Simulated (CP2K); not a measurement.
# CaF2 (Fluorite) under changes of volume

One of the cells (13.579 Å³/atom); the others are scaled copies at fixed shape and fractional positions:

```
Ca F
1.0
     3.86222    0.00000    0.00000
     1.93111    3.34478    0.00000
     1.93111    1.11493    3.15349
Ca F
1 2
Direct
  0.00000 0.00000 0.00000
  0.75000 0.75000 0.75000
  0.25000 0.25000 0.25000
```

```yaml
Program: CP2K 2026.2
Functional: PBE
Potentials_or_basis: POTENTIAL_UZH Ca GTH-PBE-q10, F GTH-PBE-q7; TZVP-MOLOPT-PBE-GTH basis
Density_cutoff: 10204 eV
k_mesh: 8 × 8 × 8
Occupations: fermi-dirac, width 0.05 eV
Spin: no spin polarisation
```

| volume (Å³/atom) | energy over the lowest point (meV/atom) | pressure (GPa) | gap on the mesh (eV) |
| --- | --- | --- | --- |
| 12.764 | ? | ? | ? |
| 13.036 | 21.32 | 7.1 | 7.50 |
| 13.308 | 11.07 | 5.0 | 7.38 |
| 13.579 | 4.19 | 3.1 | 7.25 |
| 13.851 | 1.07 | 1.4 | 7.14 |
| 14.122 | 0.00 | -0.1 | 7.02 |
| 14.394 | 1.38 | -1.5 | 6.91 |

Question: What does the run at 12.764 Å³/atom give?

Answer: Energy over the lowest point 35.31 meV/atom; pressure 9.4 GPa; gap on the mesh 7.63 eV.

Worked out: A Birch-Murnaghan fit of order 3 (a polynomial in V^(-2/3)) to the other rows has its minimum at 14.08 Å³/atom with B0 = V·E''(V) = 68 GPa (rough, since the energies scatter). It gives 36.21 meV/atom at 12.764 Å³/atom, against the run's 35.31, and -dE/dV = 10.2 GPa, against 9.4. A straight line through the other rows of the gap, of slope -5.97 eV per unit of ln V, extrapolates to 7.63 eV, against the run's 7.63.

Energies are extrapolated to zero smearing.

Caveats: the basis of atomic orbitals isn't converged, which shifts pressures, moduli and gaps.

A mesh can miss the band edges.
